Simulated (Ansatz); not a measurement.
**CdI2: the band gap up the ladder of functionals**

One table from this session's results is given with a row withheld; the runs are named, their logs left out.

The runs shown are made with Ansatz 0.2.0. PAW datasets, plane waves. Spin-unpolarised throughout; all numbers are computed.

### The cell

The cell was relaxed beforehand with r2SCAN+rVV10.

The symmetry is P-3m1 (No. 164, trigonal); a = 4.249 Å, c = 34.431 Å in the conventional setting, 35.89 Å³ an atom. Near Cd stand 6 I at 2.99–3.00 Å; near Cd stand 6 I at 3.00 Å; near I stand 3 Cd at 3.00 Å.

Structure file:

```cif
data_structure
_symmetry_space_group_name_H-M 'P-3m1'
_symmetry_Int_Tables_number 164
_cell_length_a 4.2488
_cell_length_b 4.2488
_cell_length_c 34.4313
_cell_angle_alpha 90.000
_cell_angle_beta 90.000
_cell_angle_gamma 120.000
_cell_volume 538.28
loop_
_atom_site_label
_atom_site_type_symbol
_atom_site_symmetry_multiplicity
_atom_site_Wyckoff_symbol
_atom_site_fract_x
_atom_site_fract_y
_atom_site_fract_z
_atom_site_occupancy
Cd1 Cd 2 d 0.66667 0.33333 0.79997 1
Cd2 Cd 2 c 0.00000 0.00000 0.39998 1
Cd3 Cd 1 a 0.00000 0.00000 0.00000 1
I1 I 2 d 0.66667 0.33333 0.95009 1
I2 I 2 d 0.66667 0.33333 0.15011 1
I3 I 2 d 0.33333 0.66667 0.44989 1
I4 I 2 d 0.66667 0.33333 0.35007 1
I5 I 2 c 0.00000 0.00000 0.75007 1
```

Set-up of the first run:

Input file input.yaml:

```yaml
crystal:
  lattice:
    - [4.2487582184, 0.0, 0.0]
    - [-2.1243791092, 3.6795325517, 0.0]
    - [0.0, 0.0, 34.4312534293]
  atoms:
    - { symbol: Cd, position: [0.6666666667, 0.3333333333, 0.7999740059] }
    - { symbol: Cd, position: [0.0, 0.0, 0.3999843034] }
    - { symbol: Cd, position: [0.3333333333, 0.6666666667, 0.2000259941] }
    - { symbol: Cd, position: [0.0, 0.0, 0.6000156966] }
    - { symbol: Cd, position: [0.0, 0.0, 0.0] }
    - { symbol: I, position: [0.6666666667, 0.3333333333, 0.9500885714] }
    - { symbol: I, position: [0.3333333333, 0.6666666667, 0.0499114286] }
    - { symbol: I, position: [0.6666666667, 0.3333333333, 0.1501119443] }
    - { symbol: I, position: [0.3333333333, 0.6666666667, 0.4498852121] }
    - { symbol: I, position: [0.3333333333, 0.6666666667, 0.8498880557] }
    - { symbol: I, position: [0.6666666667, 0.3333333333, 0.3500710938] }
    - { symbol: I, position: [0.0, 0.0, 0.7500709713] }
    - { symbol: I, position: [0.3333333333, 0.6666666667, 0.6499289062] }
    - { symbol: I, position: [0.6666666667, 0.3333333333, 0.5501147879] }
    - { symbol: I, position: [0.0, 0.0, 0.2499290287] }
kpoints:
  mp_grid: { grid: [12, 12, 2] }
  band_path:
    path:
      - [[0.0, 0.0, 0.0], [0.5, 5.984280765821e-17, 1.028770452664e-17], [0.3333333333333, 0.3333333333333, 6.858469684424e-18], [0.0, 0.0, 0.0], [3.712335466291e-36, 1.667903799838e-36, 0.5], [0.5, 5.980350677706e-17, 0.5], [0.3333333333333, 0.3333333333333, 0.5], [3.712335466291e-36, 1.667903799838e-36, 0.5]]
      - [[0.5, 5.980350677706e-17, 0.5], [0.5, 5.984280765821e-17, 1.028770452664e-17]]
      - [[0.3333333333333, 0.3333333333333, 0.5], [0.3333333333333, 0.3333333333333, 6.858469684424e-18]]
    npoints: 10
hamiltonian:
  xc: pbe
scf:
  occupations: { method: fermi_dirac, width: 0.02 }
  n_extra_bands: 7
output:
  forces: true
  stress: true
  eigenvalues: true
  write_density: true
  write_potential: true
  elf: true
  volumetric_format: npy
```

Steps of the session up to this table: PBE band path; r2SCAN at the same geometry; Single point with HSE06; Single point with PBE+SOC; PBE0 at the same geometry.

One of the session's tables, all rows but one given; the rest of the session is left out.

| level | gap (eV) |
| --- | --- |
| PBE | 2.28 |
| r2SCAN | ? |
| HSE06 | 3.22 |
| PBE+SOC | 1.97 |
| PBE0 | 3.90 |

Estimate the missing values for r2SCAN.

The run gave: gap (eV): 2.71. In the column «gap (eV)» it lies between PBE (2.28) and HSE06 (3.22).

Meshes: PBE 12×12×2, r2SCAN 12×12×2, HSE06 6×6×1, PBE+SOC 12×12×2, PBE0 6×6×1

In words: PBE+SOC gives the least gap, 1.97 eV, and PBE0 the largest, 3.90 eV. PBE reaches 71 % of the HSE06 value, and r2SCAN 84 %. PBE0 lies 0.68 eV above HSE06, which differs from it by screening the long-range exchange.

Limits of these values: Warnings in the runs' records: stress scf threshold loose, stress exchange threshold loose.
